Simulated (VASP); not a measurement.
A run of VASP 6.6.1:

The input run.py:

```python
from ase.calculators.vasp import Vasp
from ase.eos import EquationOfState
from ase.io import Trajectory
from ase.spacegroup import crystal
from ase.units import GPa

atoms = crystal(
    ['Al', 'O', 'O'],
    basis=[[0.0, 0.0, 0.722049], [0.0, 0.0, 0.5], [0.6666666667, 0.3333333333, 0.800546]],
    spacegroup=164,
    setting=1,
    cellpar=[3.01748254, 3.01748254, 7.574636, 90.0, 90.0, 120.0],
    primitive_cell=True,
)
calc = Vasp(
    directory='calc',
    xc='pbesol',
    pp='PBE',
    setups='materialsproject',
    prec='Accurate',
    encut=520,
    ediff=1e-06,
    ismear=0,
    sigma=0.05,
    lreal=False,
    lasph=True,
    nelm=60,
    algo='Fast',
    isif=2,
    lwave=False,
    lcharg=False,
    kpts=[10, 10, 4],
    gamma=True,
)
atoms.calc = calc
cell = atoms.cell.copy()
volumes, energies = [], []
traj = Trajectory('eos.traj', 'w')
for x in [0.94, 0.96, 0.98, 1.0, 1.02, 1.04, 1.06]:
    atoms.set_cell(cell * x ** (1 / 3), scale_atoms=True)
    volumes.append(atoms.get_volume())
    energies.append(atoms.get_potential_energy())
    traj.write(atoms)
    print(f'{x:5.2f} {volumes[-1]:12.5f} {energies[-1]:14.6f}')

v0, e0, B = EquationOfState(volumes, energies, eos='sj').fit()
print(f'V0 = {v0:.4f} A^3, E0 = {e0:.6f} eV, B = {B / GPa:.2f} GPa')
```

Potentials or basis: VASP PAW PBE potentials, release 64 (Al, O).

Launch:

```sh
$ python run.py
```

Hardware: 1 thread of Intel(R) Xeon(R) Platinum 8488C (Sapphire Rapids) (shared host).

**Question.** How long does it take, and how much memory?

**Answer.** It took 3.5 min on 1 thread of Intel(R) Xeon(R) Platinum 8488C (Sapphire Rapids) (shared host), peak memory 0.19 GiB. Counts: scf iterations 17, k points 50.
